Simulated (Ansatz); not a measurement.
# Eigenvalues along a path: CdSe (zincblende type)

```yaml
crystal:
  lattice:
    - [0.00000, 3.04096, 3.04096]
    - [3.04096, 0.00000, 3.04096]
    - [3.04096, 3.04096, 0.00000]
  atoms:
    - { symbol: Cd, position: [0.00000, 0.00000, 0.00000] }
    - { symbol: Se, position: [0.25000, 0.25000, 0.25000] }
```

The cell comes from a relaxation on PAW files under the same functional, begun from a prototype that needn't be the stable phase.

All numbers are PBEsol results (scalar-relativistic) from Ansatz 0.2.0, with a Γ-centred 11×11×11 k mesh, Fermi–Dirac smearing of 0.08 eV, no spin polarisation. Methods: LAPW: all electrons, basis error target 1 meV/atom.

Path points, in fractions of the reciprocal vectors: Γ (0.000, 0.000, 0.000), X (-0.500, -0.500, 0.000), U (-0.375, -0.375, 0.250), K (-0.375, 0.000, 0.375), L (0.000, 0.000, 0.500), W (-0.500, -0.250, 0.250). The distance column jumps between branches of the path. Levels in eV from the valence-band top; bands 14 to 25, counted from the lowest band of the run. The gap is 0.48 eV, the pressure 0.01 GPa.

```
# k(1/Å) point b14 b15 b16 b17 b18 b19 b20 b21 b22 b23 b24 b25
0.000 Γ -12.62 -7.91 -7.91 -7.91 -7.53 -7.53 0.00 0.00 0.00 0.48 5.87 5.87
0.148 - -12.60 -7.90 -7.90 -7.90 -7.53 -7.53 -0.67 -0.12 -0.12 1.20 5.59 6.04
0.295 - -12.53 -7.87 -7.87 -7.86 -7.54 -7.52 -1.48 -0.43 -0.43 2.10 4.99 6.51
0.443 - -12.43 -7.82 -7.82 -7.79 -7.55 -7.51 -2.24 -0.84 -0.84 2.91 4.38 7.18
0.590 - -12.32 -7.76 -7.76 -7.73 -7.51 -7.49 -2.94 -1.24 -1.24 3.38 3.92 7.68
0.738 - -12.22 -7.71 -7.70 -7.70 -7.48 -7.38 -3.53 -1.58 -1.58 3.29 3.79 8.02
0.886 - -12.15 -7.71 -7.66 -7.66 -7.47 -7.24 -3.96 -1.80 -1.80 3.09 3.72 8.63
1.033 X -12.12 -7.72 -7.64 -7.64 -7.47 -7.17 -4.12 -1.87 -1.87 3.01 3.69 8.95
1.085 - -12.12 -7.72 -7.64 -7.64 -7.47 -7.17 -4.12 -1.90 -1.87 3.04 3.71 8.92
1.137 - -12.12 -7.72 -7.65 -7.64 -7.47 -7.16 -4.11 -1.98 -1.84 3.13 3.80 8.83
1.190 - -12.12 -7.72 -7.65 -7.64 -7.48 -7.14 -4.10 -2.09 -1.81 3.23 3.95 8.69
1.242 - -12.12 -7.73 -7.66 -7.63 -7.48 -7.13 -4.09 -2.23 -1.76 3.34 4.19 8.54
1.294 - -12.13 -7.73 -7.67 -7.62 -7.49 -7.11 -4.08 -2.36 -1.69 3.44 4.48 8.39
1.346 - -12.13 -7.74 -7.68 -7.61 -7.49 -7.09 -4.07 -2.47 -1.62 3.53 4.79 8.26
1.398 U -12.13 -7.75 -7.69 -7.60 -7.50 -7.08 -4.06 -2.56 -1.53 3.61 5.08 8.12
2.031 K -12.13 -7.75 -7.69 -7.60 -7.50 -7.08 -4.06 -2.56 -1.53 3.61 5.08 8.12
2.188 - -12.16 -7.77 -7.72 -7.56 -7.52 -7.12 -4.01 -2.57 -1.23 3.82 5.56 7.30
2.344 - -12.22 -7.78 -7.77 -7.54 -7.53 -7.26 -3.78 -2.25 -0.89 3.79 5.68 6.45
2.501 - -12.31 -7.81 -7.80 -7.57 -7.54 -7.44 -3.31 -1.72 -0.57 3.39 5.76 6.06
2.657 - -12.42 -7.85 -7.83 -7.70 -7.54 -7.51 -2.60 -1.11 -0.31 2.76 5.45 6.40
2.814 - -12.52 -7.88 -7.87 -7.82 -7.54 -7.52 -1.74 -0.54 -0.13 2.03 5.43 6.14
2.970 - -12.60 -7.90 -7.90 -7.89 -7.53 -7.53 -0.78 -0.14 -0.03 1.21 5.68 5.94
3.127 Γ -12.62 -7.91 -7.91 -7.91 -7.53 -7.53 0.00 0.00 0.00 0.48 5.87 5.87
3.255 - -12.61 -7.90 -7.90 -7.89 -7.53 -7.53 -0.62 -0.04 -0.04 1.04 5.76 5.94
3.382 - -12.55 -7.89 -7.89 -7.85 -7.53 -7.53 -1.46 -0.16 -0.16 1.65 5.61 6.12
3.510 - -12.48 -7.87 -7.87 -7.76 -7.53 -7.53 -2.30 -0.32 -0.32 2.08 5.69 6.32
3.638 - -12.39 -7.84 -7.84 -7.63 -7.52 -7.52 -3.09 -0.49 -0.49 2.27 6.08 6.43
3.766 - -12.32 -7.83 -7.83 -7.52 -7.52 -7.46 -3.77 -0.63 -0.63 2.31 6.43 6.43
3.894 - -12.26 -7.82 -7.82 -7.51 -7.51 -7.31 -4.26 -0.72 -0.72 2.30 6.40 6.40
4.021 L -12.24 -7.81 -7.81 -7.50 -7.50 -7.24 -4.44 -0.76 -0.76 2.29 6.38 6.38
4.126 - -12.24 -7.81 -7.81 -7.51 -7.51 -7.23 -4.42 -0.94 -0.80 2.49 6.16 6.47
4.230 - -12.22 -7.80 -7.79 -7.52 -7.51 -7.20 -4.35 -1.35 -0.92 2.96 5.78 6.70
4.335 - -12.20 -7.79 -7.77 -7.54 -7.51 -7.17 -4.24 -1.80 -1.11 3.52 5.46 6.82
4.439 - -12.17 -7.77 -7.74 -7.56 -7.51 -7.13 -4.13 -2.19 -1.38 4.05 5.26 6.64
4.543 - -12.15 -7.75 -7.72 -7.56 -7.52 -7.09 -4.05 -2.41 -1.68 4.50 5.19 6.42
4.648 - -12.13 -7.73 -7.71 -7.56 -7.52 -7.06 -4.03 -2.42 -1.99 4.82 5.17 6.34
4.752 W -12.12 -7.72 -7.71 -7.56 -7.52 -7.04 -4.03 -2.26 -2.25 4.99 5.10 6.37
4.826 - -12.12 -7.72 -7.71 -7.57 -7.52 -7.05 -4.03 -2.24 -2.23 4.86 4.90 6.66
4.900 - -12.12 -7.72 -7.70 -7.59 -7.50 -7.07 -4.05 -2.19 -2.18 4.41 4.67 7.26
4.973 - -12.12 -7.72 -7.69 -7.60 -7.49 -7.09 -4.07 -2.11 -2.11 3.96 4.39 7.94
5.047 - -12.12 -7.72 -7.67 -7.62 -7.48 -7.12 -4.09 -2.03 -2.03 3.57 4.11 8.44
5.121 - -12.12 -7.72 -7.66 -7.63 -7.47 -7.15 -4.11 -1.95 -1.95 3.27 3.88 8.71
5.195 - -12.12 -7.72 -7.65 -7.64 -7.47 -7.17 -4.12 -1.89 -1.89 3.08 3.74 8.88
5.268 X -12.12 -7.72 -7.64 -7.64 -7.47 -7.17 -4.12 -1.87 -1.87 3.01 3.69 8.95
```
